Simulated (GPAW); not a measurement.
Mo:

```
Mo
1.0
    -1.58381    1.58381    1.58381
     1.58381   -1.58381    1.58381
     1.58381    1.58381   -1.58381
Mo
1
Cartesian
  0.0000 0.0000 0.0000
```

Program: GPAW 26.7.0. Alike in all runs: no spin polarisation; cell as given; k mesh 12 × 12 × 12; cutoff (eV) 600.

Order these runs on this cell by their pressure, lowest first.
A. level revPBE; potentials or basis the program's PAW data sets (release 1.2.1) made for this functional, pw; smearing fermi-dirac 0.05 eV; band path GHNGPH,PN; band points 80
B. level LDA; potentials or basis the program's PAW data sets (release 1.2.1) made for this functional, pw; smearing gaussian 0.02 eV
C. level BLYP; potentials or basis PAW data sets generated in the run's folder for this functional, pw; smearing fermi-dirac 0.05 eV; band path GHNGPH,PN; band points 100; eigensolver davidson
D. level PBEsol; potentials or basis PAW data sets generated in the run's folder for this functional, pw; smearing fermi-dirac 0.05 eV; band path GHNGPH,PN; band points 60
E. level PBE; potentials or basis GPAW PAW data sets (gpaw-data 1.2.1), pw; smearing gaussian 0.027 eV

B (-15.1 GPa), D (-10.0 GPa), E (-2.3 GPa), A (0.5 GPa), C (6.9 GPa).

Caveats: so large a pressure means that the cell lies far from this level's equilibrium, or that cutoff or potentials fall short (some runs).

Not every run made on this cell is shown here.
